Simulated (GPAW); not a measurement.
# CdTe (F-43m) in GPAW: notebook

One crystal, CdTe, is run at these levels: PBE, PBEsol+D3(BJ); tasks: elastic constants, Born charges.

Program: GPAW 26.7.0. These are calculated values, not measurements. Logs are shortened: lines on timing, memory, paths and dates and some standing lists are left out, and cuts for length are marked. The log counts tension as positive stress, the text compression.

## 1. Starting point

It takes space group F-43m (No. 216, cubic). The conventional cell has a = 6.410 Å, b = 6.410 Å, c = 6.410 Å, α = 90.00°, β = 90.00°, γ = 90.00°. Te (site symmetry -43m) is surrounded by 4 Cd at 2.78 Å. Cd (site symmetry -43m) has 4 Te at 2.78 Å as nearest neighbours.

## 2. Elastic constants, PBE, 32.92 Å³/atom

The input, run.py:

```python
import json
import numpy as np
import spglib
from ase.constraints import FixSymmetry
from ase.filters import FrechetCellFilter
from ase.io import read, write
from ase.optimize import BFGS
from ase.stress import full_3x3_to_voigt_6_stress, voigt_6_to_full_3x3_strain, voigt_6_to_full_3x3_stress
from ase.units import GPa
from gpaw import GPAW, PW

atoms = read('CdTe.cif')

calc = GPAW(mode=PW(600),
            xc='PBE',
            kpts={'size': (7, 7, 7), 'gamma': True},
            occupations={'name': 'marzari-vanderbilt', 'width': 0.005},
            setups={'Te': '16'},
            nbands=-14,
            convergence={'density': 1e-06, 'eigenstates': 1e-09},
            mixer={'backend': 'pulay', 'beta': 0.02, 'nmaxold': 8, 'weight': 100.0},
            maxiter=80,
            txt='gpaw.txt')
atoms.calc = calc
atoms.set_constraint(FixSymmetry(atoms))
BFGS(FrechetCellFilter(atoms), trajectory='relax.traj', logfile='-').run(fmax=0.005, steps=40)
atoms.set_constraint()
energy = atoms.get_potential_energy()
forces = atoms.get_forces()
stress = atoms.get_stress()
calc.write('gs.gpw')
write('result.traj', atoms)
print('Cell:', atoms.cell.cellpar().round(4))
print(atoms.get_scaled_positions().round(5))

gpts = tuple(int(n) for n in calc.get_number_of_grid_points())
cell = atoms.cell[:].T
dataset = spglib.get_symmetry((atoms.cell[:], atoms.get_scaled_positions(), atoms.numbers), symprec=1e-4)
rotations = [cell @ w @ np.linalg.inv(cell) for w in dataset['rotations']]
strains, clamped, relaxed = [], [], []
for v in [0]:
    for e in (-0.005, 0.005):
        voigt = np.zeros(6)
        voigt[v] = e
        F = voigt_6_to_full_3x3_strain(voigt)
        a = atoms.copy()
        a.set_cell(atoms.cell[:] @ F, scale_atoms=True)
        c = GPAW(mode=PW(600),
                 xc='PBE',
                 kpts={'size': (7, 7, 7), 'gamma': True},
                 occupations={'name': 'marzari-vanderbilt', 'width': 0.005},
                 setups={'Te': '16'},
                 nbands=-14,
                 convergence={'density': 1e-06, 'eigenstates': 1e-09},
                 mixer={'backend': 'pulay', 'beta': 0.02, 'nmaxold': 8, 'weight': 100.0},
                 maxiter=80,
                 gpts=gpts,
                 txt=f'strain-{v}{e:+.3f}.txt')
        a.calc = c
        s0 = s1 = a.get_stress() - stress
        BFGS(a, logfile=None).run(fmax=0.003, steps=25)
        s1 = a.get_stress() - stress
        print(v, e, 'clamped', (s0 / GPa).round(3), 'relaxed', (s1 / GPa).round(3), flush=True)
        for R in rotations:  # images under the point group
            eps = R @ (F - np.eye(3)) @ R.T
            strains.append(full_3x3_to_voigt_6_stress(eps) * [1, 1, 1, 2, 2, 2])
            for s, rows in ((s0, clamped), (s1, relaxed)):
                rows.append(full_3x3_to_voigt_6_stress(R @ voigt_6_to_full_3x3_stress(s) @ R.T))

C0, C = (np.linalg.lstsq(np.array(strains), np.array(s), rcond=None)[0].T / GPa for s in (clamped, relaxed))
print('Clamped-ion Cij (GPa):')
print(C0.round(1))
print('Relaxed-ion Cij (GPa):')
print(C.round(1))
json.dump({'clamped': C0.tolist(), 'relaxed': C.tolist()}, open('elastic.json', 'w'))
```

The input, CdTe.cif:

```cif
data_CdTe
_cell_length_a 4.53255447
_cell_length_b 4.53255447
_cell_length_c 4.53255447
_cell_angle_alpha 60.00000000
_cell_angle_beta 60.00000000
_cell_angle_gamma 60.00000000
_space_group_name_H-M_alt 'P1'
_space_group_name_Hall 'P 1'
_space_group_IT_number 1
loop_
_space_group_symop_operation_xyz
'x,y,z'
loop_
_atom_site_label
_atom_site_type_symbol
_atom_site_symmetry_multiplicity
_atom_site_Wyckoff_symbol
_atom_site_fract_x
_atom_site_fract_y
_atom_site_fract_z
_atom_site_occupancy
Te1 Te 1 a 0.7500000000 0.7500000000 0.7500000000 1
Cd1 Cd 1 a 0.0000000000 0.0000000000 0.0000000000 1
```

Potentials or basis: GPAW PAW data sets (gpaw-data 1.2.1), other valence, pw.

The run is started by

```sh
$ OMP_NUM_THREADS=1 python run.py
```

gpaw.txt:

```text
__  _  _
 | _ |_)|_||  |
 |__||  | ||/\| - 26.7.0

Input parameters:
  mode=PW(ecut=600.0),
  convergence={'density': 1e-06, 'eigenstates': 1e-09},
  kpts=MonkhorstPack(size=(7, 7, 7), gamma=True),
  maxiter=80,
  mixer=Pulay(name='pulay', nmaxold=8, beta=0.02, weight=100.0, sigma=0.015, g_ss=None),
  nbands=-14,
  occupations=Occupations(name='marzari-vanderbilt', width=0.005),
  setups={'Te': '16'},
  xc=XC(name='PBE')

Diagonalizing LCAO Hamiltonian
Converting LCAO to pw mode

                           Te

       Cd

Atoms  # Å, Bohr magnetons
|   | symbol |        x |        y |        z |    initial magnetic moments |
|---|--------|----------|----------|----------|-----------------------------|
| 0 |     Te | 6.798832 | 3.925307 | 2.775611 | ( 0.0000,  0.0000,  0.0000) |
| 1 |     Cd | 0.000000 | 0.000000 | 0.000000 | ( 0.0000,  0.0000,  0.0000) |

Unit cell  # Å
| periodic |        x |        y |         z |  lengths |    angles |
|----------|----------|----------|-----------|----------|-----------|
|      yes | 4.532554 | 0.000000 | -0.000000 | 4.532554 | 60.000000 |
|      yes | 2.266277 | 3.925307 | -0.000000 | 4.532554 | 60.000000 |
|      yes | 2.266277 | 1.308436 |  3.700815 | 4.532554 | 60.000000 |

Number of symmetries: 24
Symmetry operations  # r_c * U_cc + t_c -> r_c
|    | kind |            matrix            |
|----|------|------------------------------|
|  0 |  E   |  1, 0, 0,  0, 1, 0,  0, 0, 1 |
|  1 |  σ   |  1, 0, 0,  0, 0, 1,  0, 1, 0 |
|  2 |  σ   |  1, 0,-1,  0, 1,-1,  0, 0,-1 |
|  3 |  C3  |  1, 0,-1,  0, 0,-1,  0, 1,-1 |
|  4 |  C3  |  1,-1, 0,  0,-1, 1,  0,-1, 0 |
|  5 |  σ   |  1,-1, 0,  0,-1, 0,  0,-1, 1 |
|  6 |  σ   |  0, 1, 0,  1, 0, 0,  0, 0, 1 |
|  7 |  C3  |  0, 1, 0,  0, 0, 1,  1, 0, 0 |
|  8 |  C2  |  0, 1,-1,  1, 0,-1,  0, 0,-1 |
|  9 |  S4  |  0, 1,-1,  0, 0,-1,  1, 0,-1 |
| 10 |  C3  |  0, 0, 1,  1, 0, 0,  0, 1, 0 |
| 11 |  σ   |  0, 0, 1,  0, 1, 0,  1, 0, 0 |
| 12 |  S4  |  0, 0,-1,  1, 0,-1,  0, 1,-1 |
| 13 |  C3  |  0, 0,-1,  0, 1,-1,  1, 0,-1 |
| 14 |  S4  |  0,-1, 1,  1,-1, 0,  0,-1, 0 |
| 15 |  C2  |  0,-1, 1,  0,-1, 0,  1,-1, 0 |
| 16 |  C3  |  0,-1, 0,  1,-1, 0,  0,-1, 1 |
| 17 |  S4  |  0,-1, 0,  0,-1, 1,  1,-1, 0 |
| 18 |  S4  | -1, 1, 0, -1, 0, 1, -1, 0, 0 |
| 19 |  C3  | -1, 1, 0, -1, 0, 0, -1, 0, 1 |
| 20 |  C3  | -1, 0, 1, -1, 1, 0, -1, 0, 0 |
| 21 |  S4  | -1, 0, 1, -1, 0, 0, -1, 1, 0 |
| 22 |  σ   | -1, 0, 0, -1, 1, 0, -1, 0, 1 |
| 23 |  C2  | -1, 0, 0, -1, 0, 1, -1, 1, 0 |
[... 625 lines left out ...]
poisson solver:
  ecut: 4800.0  # eV

xc functional:
  name: PBE with 2 nearest neighbor stencil

convergence criteria:
- Maximum integral of absolute [dens]ity change: 1e-06 electrons / valence electron
- Maximum integral of absolute [eigenst]ate change: 1e-09 eV^2 / valence electron
- Maximum [total energy] change in last 3 cyles: 0.0005 eV / valence electron
maximum number of iterations: 80

SCF iterations
|iter     | |      energy | eigst |  dens |
|---------|-|-------------|-------|-------|
|iter:   1| |   -5.185488 | -0.78 |       |
|iter:   2| |   -5.172558 | -2.92 | -1.56 |
|iter:   3| |   -5.007138 | -2.50 | -1.57 |
|iter:   4| |   -5.007266 | -4.68 | -2.31 |
|iter:   5| |   -5.004498c| -3.71 | -2.30 |
|iter:   6| |   -5.004506c| -5.60 | -2.66 |
|iter:   7| |   -5.004742c| -3.97 | -2.69 |
|iter:   8| |   -5.004742c| -6.38 | -3.45 |
|iter:   9| |   -5.004715c| -7.01 | -3.45 |
|iter:  10| |   -5.004786c| -5.50 | -3.37 |
|iter:  11| |   -5.004786c| -7.68 | -4.31 |
|iter:  12| |   -5.004787c| -7.27 | -4.28 |
|iter:  13| |   -5.004787c| -8.70 | -4.84 |
|iter:  14| |   -5.004787c| -9.31c| -5.33 |
|iter:  15| |   -5.004787c| -9.54c| -5.36 |
|iter:  16| |   -5.004787c| -9.36c| -5.82 |
|iter:  17| |   -5.004787c| -9.98c| -6.17c|

Converged in 17 steps
Energy contributions relative to reference atoms: (reference = -336963.801774)

Energy contributions:
  Kinetic:          13.635336
  Coulomb:         -12.391812
  Zero:              0.113982
  External:          0.000000
  Xc:               -6.362294
  Entropy:           0.000000
  Spinorbit:         0.000000
  ----------------------------
  Free energy:      -5.004787
  Extrapolated:     -5.004787

dipole moment: (-24.146305, -13.940876, -9.857688)  # |e|*Ang

Fermi level: 3.512
Eigenvalues  # (at kpt = [0.000, 0.000, 0.000])
| band index |      eig [eV] | occ [0-2] |
|------------|---------------|-----------|
|          0 |       -32.545 |     2.000 |
|        ... |               |           |
|          6 |        -4.710 |     2.000 |
|          7 |        -4.710 |     2.000 |
|          8 |        -4.710 |     2.000 |
|          9 |        -4.470 |     2.000 |
|         10 |        -4.470 |     2.000 |
|         11 |         3.426 |     2.000 |
[... 8 lines left out ...]
|         20 |        12.506 |     0.000 |
|         21 |        13.603 |     0.000 |
|        ... |               |           |
|         27 |        23.656 |     0.000 |

Gap: 0.693 eV
Transition (v -> c):
  (s=0, k=0, n=13, [0.00, 0.00, 0.00]) -> (s=0, k=0, n=14, [0.00, 0.00, 0.00])
No difference between direct/indirect transitions
[... 224 lines left out ...]
Eigenvalues  # (at kpt = [0.000, 0.000, 0.000])
| band index |      eig [eV] | occ [0-2] |
|------------|---------------|-----------|
|          0 |       -32.581 |     2.000 |
|        ... |               |           |
|          6 |        -4.740 |     2.000 |
|          7 |        -4.740 |     2.000 |
|          8 |        -4.740 |     2.000 |
|          9 |        -4.503 |     2.000 |
|         10 |        -4.503 |     2.000 |
|         11 |         3.383 |     2.000 |
[... 8 lines left out ...]
|         20 |        12.456 |     0.000 |
|         21 |        13.556 |     0.000 |
|        ... |               |           |
|         27 |        23.587 |     0.000 |

Gap: 0.680 eV
Transition (v -> c):
  (s=0, k=0, n=13, [0.00, 0.00, 0.00]) -> (s=0, k=0, n=14, [0.00, 0.00, 0.00])
No difference between direct/indirect transitions

Stress tensor  # eV/Ang^3
|         x |         y |         z |
|-----------|-----------|-----------|
| -0.000081 |  0.000000 |  0.000000 |
|  0.000000 | -0.000081 |  0.000000 |
|  0.000000 |  0.000000 | -0.000081 |

Forces  # eV/Ang
|        x |        y |        z |
|----------|----------|----------|
| -0.00000 | -0.00000 | -0.00000 |  # Te   0
|  0.00000 | -0.00000 |  0.00000 |  # Cd   1

# Writing to gs.gpw (mode='')
```

Wall time 6.8 min (1 thread of Intel Xeon 6975P-C (Granite Rapids), shared host); peak memory 0.45 GiB.

Results:

* Free energy: -5.0062 eV
* Relaxed volume: 35.22 Å³/atom
* Relaxed cell: a = 4.635 Å, b = 4.635 Å, c = 4.635 Å, α = 60.00°, β = 60.00°, γ = 60.00°
* Space group after relaxing (to 0.05 Å): F-43m (No. 216)
* Pressure after relaxing: 0.0 GPa
* Band gap on the k mesh: 0.68 eV, direct
* Voigt bulk modulus: 38 GPa
* Bulk modulus (Hill): 38 GPa
* Shear modulus (Hill): 14 GPa
* Young's modulus: 37 GPa
* Poisson's ratio (from the elastic constants): 0.34

Caveat: the density grid can change from cell to cell, which puts small steps into energies and stress; this smearing can pin the Fermi level at a band edge; spin-orbit coupling is left out, which moves the levels of the heavy elements.

## 3. Born charges, PBEsol+D3(BJ)

The input, run.py:

```python
import json
import numpy as np
from ase import Atoms
from ase.calculators.mixing import SumCalculator
from ase.constraints import FixSymmetry
from ase.filters import FrechetCellFilter
from ase.io import write
from ase.optimize import BFGS
from ase.spacegroup import crystal
from dftd3.ase import DFTD3
from phonopy import Phonopy
from phonopy.structure.atoms import PhonopyAtoms
from gpaw import GPAW, PW, setup_paths
from gpaw.berryphase import polarization_phase

setup_paths.insert(0, '.')

# Te 4c
# Cd 4a
atoms = crystal(['Te', 'Cd'],
                basis=[[0.25, 0.25, 0.25],
                       [0.0, 0.0, 0.0]],
                spacegroup=216, setting=1,  # F-43m
                cellpar=[6.41, 6.41, 6.41, 90.0, 90.0, 90.0],
                primitive_cell=True)

calc = GPAW(mode=PW(600),
            xc='PBEsol',
            kpts={'size': (4, 4, 4), 'gamma': True},
            occupations={'name': 'fermi-dirac', 'width': 0.01},
            nbands=18,
            convergence={'density': 1e-06, 'eigenstates': 1e-09},
            maxiter=150,
            txt='gpaw.txt')
atoms.calc = SumCalculator([calc, DFTD3(method='pbesol', damping='d3bj')])
atoms.set_constraint(FixSymmetry(atoms))
BFGS(FrechetCellFilter(atoms), trajectory='relax.traj', logfile='-').run(fmax=0.005, steps=40)
atoms.set_constraint()
energy = atoms.get_potential_energy()
forces = atoms.get_forces()
stress = atoms.get_stress()
calc.write('gs.gpw')
write('result.traj', atoms)
print('Cell:', atoms.cell.cellpar().round(4))
print(atoms.get_scaled_positions().round(5))

n = len(atoms)
unit = PhonopyAtoms(symbols=atoms.get_chemical_symbols(), cell=atoms.cell[:], scaled_positions=atoms.get_scaled_positions())
ph = Phonopy(unit, supercell_matrix=np.eye(3, dtype=int), primitive_matrix=np.eye(3), symprec=1e-4)
ph.generate_displacements(distance=0.01, is_plusminus=True)
forces, phases = [], []
for i, move in enumerate(ph.dataset['first_atoms']):
    b = atoms.copy()
    b.positions[move['number']] += move['displacement']
    c = GPAW(mode=PW(510),
             xc='PBEsol',
             kpts={'size': (4, 4, 4), 'gamma': True},
             occupations={'name': 'fermi-dirac', 'width': 0.01},
             nbands=18,
             convergence={'density': 1e-06, 'eigenstates': 1e-09},
             maxiter=150,
             symmetry='off',
             txt=f'disp-{i:02d}.txt')
    b.calc = SumCalculator([c, DFTD3(method='pbesol', damping='d3bj')])
    f = b.get_forces()
    forces.append(f - f.mean(axis=0))
    c.write('disp.gpw', 'all')
    phases.append(polarization_phase(gpw_wfs='disp.gpw')['phase_c'])
    print(move['number'], np.round(move['displacement'], 4), 'phases', phases[-1].round(5), flush=True)

# each pair of opposite moves, with its images under the space group
ops, cell, spos = ph.symmetry.symmetry_operations, atoms.cell[:].T, atoms.get_scaled_positions()
moves, dipoles = [[] for a in atoms], [[] for a in atoms]
for move, up, down in zip(ph.dataset['first_atoms'][::2], phases[::2], phases[1::2]):
    dphi = (up - down + np.pi) % (2 * np.pi) - np.pi
    dp = dphi @ atoms.cell[:] / (2 * np.pi)  # e A
    for w, t in zip(ops['rotations'], ops['translations']):
        x = w @ spos[move['number']] + t - spos
        b = np.linalg.norm(x - x.round(), axis=1).argmin()
        R = cell @ w @ np.linalg.inv(cell)
        moves[b].append(R @ move['displacement'] * 2)
        dipoles[b].append(R @ dp)
Z = np.array([np.linalg.lstsq(np.array(u), np.array(p), rcond=None)[0].T for u, p in zip(moves, dipoles)])  # Z[a, i, j] = dp_i / du_j
ph.forces = forces
ph.produce_force_constants()
ph.symmetrize_force_constants()
H = ph.force_constants.transpose(0, 2, 1, 3).reshape((3 * n, 3 * n))
rule = Z.sum(axis=0)
print('Sum of the charges:')
print(rule.round(4))
Z -= rule / n
for a in atoms:
    print(a.symbol)
    print(Z[a.index].round(3))
w = np.repeat(atoms.get_masses()**-0.5, 3)
omega2, modes = np.linalg.eigh(H * w * w[:, None])
nu = np.sign(omega2) * abs(omega2)**0.5 * 521.4709  # cm^-1
dipoles = np.einsum('aij,ajm->mi', Z, (modes * w[:, None]).reshape((n, 3, -1)))  # e / amu^0.5
optical = np.argsort(abs(omega2))[3:]
eps_ion = sum(np.outer(dipoles[m], dipoles[m]) / omega2[m] for m in optical) * 4 * np.pi * 14.399645 / atoms.get_volume()
for m in range(3 * n):
    print(f'{nu[m]:9.2f} cm^-1  IR {(dipoles[m]**2).sum():8.4f} e^2/amu')
print('Lattice part of the dielectric tensor:')
print(eps_ion.round(3))
json.dump({'Z': Z.tolist(), 'rule': rule.tolist(), 'nu': nu.tolist(), 'ir': (dipoles**2).sum(1).tolist(), 'eps_ion': eps_ion.tolist()},
          open('born.json', 'w'))
```

Potentials or basis: PAW data sets generated in the run's folder for this functional, pw.

The run is started by

```sh
$ gpaw-setup -f PBEsol Cd Te
$ OMP_NUM_THREADS=1 python run.py
```

gpaw.txt:

```text
__  _  _
 | _ |_)|_||  |
 |__||  | ||/\| - 26.7.0

Input parameters:
  mode=PW(ecut=600.0),
  convergence={'density': 1e-06, 'eigenstates': 1e-09},
  kpts=MonkhorstPack(size=(4, 4, 4), gamma=True),
  maxiter=150,
  nbands=18,
  occupations=Occupations(name='fermi-dirac', width=0.01),
  xc=XC(name='PBEsol')

Diagonalizing LCAO Hamiltonian
Converting LCAO to pw mode

            Te

       Cd

Atoms  # Å, Bohr magnetons
|   | symbol |        x |        y |        z |    initial magnetic moments |
|---|--------|----------|----------|----------|-----------------------------|
| 0 |     Te | 1.602500 | 1.602500 | 1.602500 | ( 0.0000,  0.0000,  0.0000) |
[... 484 lines left out ...]

            Te

       Cd

Atoms  # Å, Bohr magnetons
|   | symbol |        x |        y |        z |    initial magnetic moments |
|---|--------|----------|----------|----------|-----------------------------|
| 0 |     Te | 1.600597 | 1.600597 | 1.600597 | ( 0.0000,  0.0000,  0.0000) |
| 1 |     Cd | 0.000000 | 0.000000 | 0.000000 | ( 0.0000,  0.0000,  0.0000) |

Unit cell  # Å
| periodic |         x |         y |         z |  lengths |    angles |
|----------|-----------|-----------|-----------|----------|-----------|
|      yes | -0.000000 |  3.201193 |  3.201193 | 4.527171 | 60.000000 |
|      yes |  3.201193 | -0.000000 |  3.201193 | 4.527171 | 60.000000 |
|      yes |  3.201193 |  3.201193 | -0.000000 | 4.527171 | 60.000000 |

Number of symmetries: 24
Symmetry operations  # r_c * U_cc + t_c -> r_c
|    | kind |            matrix            |
|----|------|------------------------------|
|  0 |  E   |  1, 0, 0,  0, 1, 0,  0, 0, 1 |
|  1 |  σ   |  1, 0, 0,  0, 0, 1,  0, 1, 0 |
|  2 |  σ   |  1, 0,-1,  0, 1,-1,  0, 0,-1 |
|  3 |  C3  |  1, 0,-1,  0, 0,-1,  0, 1,-1 |
|  4 |  C3  |  1,-1, 0,  0,-1, 1,  0,-1, 0 |
|  5 |  σ   |  1,-1, 0,  0,-1, 0,  0,-1, 1 |
|  6 |  σ   |  0, 1, 0,  1, 0, 0,  0, 0, 1 |
|  7 |  C3  |  0, 1, 0,  0, 0, 1,  1, 0, 0 |
|  8 |  C2  |  0, 1,-1,  1, 0,-1,  0, 0,-1 |
[... 201 lines left out ...]
Stress tensor  # eV/Ang^3
|         x |         y |         z |
|-----------|-----------|-----------|
| -0.010585 |  0.000000 | -0.000000 |
|  0.000000 | -0.010585 |  0.000000 |
| -0.000000 |  0.000000 | -0.010585 |

Forces  # eV/Ang
|        x |       y |       z |
|----------|---------|---------|
| -0.00000 | 0.00000 | 0.00000 |  # Te   0
| -0.00000 | 0.00000 | 0.00000 |  # Cd   1

# Writing to gs.gpw (mode='')
```

It took 63 s on 1 thread of AMD EPYC 9R45 (Zen 5), shared host; peak memory 0.47 GiB.

Results:

```yaml
Free_energy: -6.3812 eV
Relaxed_volume: 32.80 Å³/atom
Relaxed_cell: a = 4.527 Å, b = 4.527 Å, c = 4.527 Å, α = 60.00°, β = 60.00°, γ = 60.00°
Space_group_after_relaxing_to_0.05_Å: F-43m (No. 216)
Pressure_after_relaxing: 0.0 GPa
Band_gap_on_the_k_mesh: 0.75 eV, direct
Born_charges_mean_of_the_diagonal: Te -2.13; Cd +2.13 e
Highest_phonon_frequency_at_Γ_LO-TO_splitting_left_out: 150 cm⁻¹
Dispersion_energy_per_atom: -0.348 eV
```

Final structure:
```yaml
crystal:
  lattice:
    - [0.00000, 3.20119, 3.20119]
    - [3.20119, 0.00000, 3.20119]
    - [3.20119, 3.20119, 0.00000]
  atoms:
    - { symbol: Te, position: [0.25000, 0.25000, 0.25000] }
    - { symbol: Cd, position: [0.00000, 0.00000, 0.00000] }
```

Levels at points of the mesh, in eV from the valence-band top:
| k point | band 7 | band 8 | band 9 | band 10 | band 11 | band 12 |
| --- | --- | --- | --- | --- | --- | --- |
| (0.00, 0.00, 0.00) | 0.00 | 0.00 | 0.00 | 0.75 | 4.50 | 4.50 |
| (0.50, 0.50, 0.00) | -4.54 | -2.03 | -2.03 | 2.40 | 2.59 | 8.90 |
| (0.50, 0.50, 0.50) | -4.70 | -0.85 | -0.85 | 1.75 | 5.11 | 5.11 |

Phonon frequencies in cm⁻¹ (negative: imaginary):
```tsv
q point	frequencies
(0.000, 0.000, 0.000)	0 0 0 150 150 150
```

Born effective charge tensors (e):
atom 1, Te
```
-2.13  0.00  0.00
 0.00 -2.13  0.00
 0.00  0.00 -2.13
```
atom 2, Cd
```
2.13 0.00 0.00
0.00 2.13 0.00
0.00 0.00 2.13
```

Caveat: the k mesh is coarse (spacing up to 0.42 Å⁻¹), so the values aren't converged; the cutoff is short for stress and forces, so pressures can be off by a GPa or more; the LO-TO splitting is left out; spin-orbit coupling is left out, which moves the levels of the heavy elements.
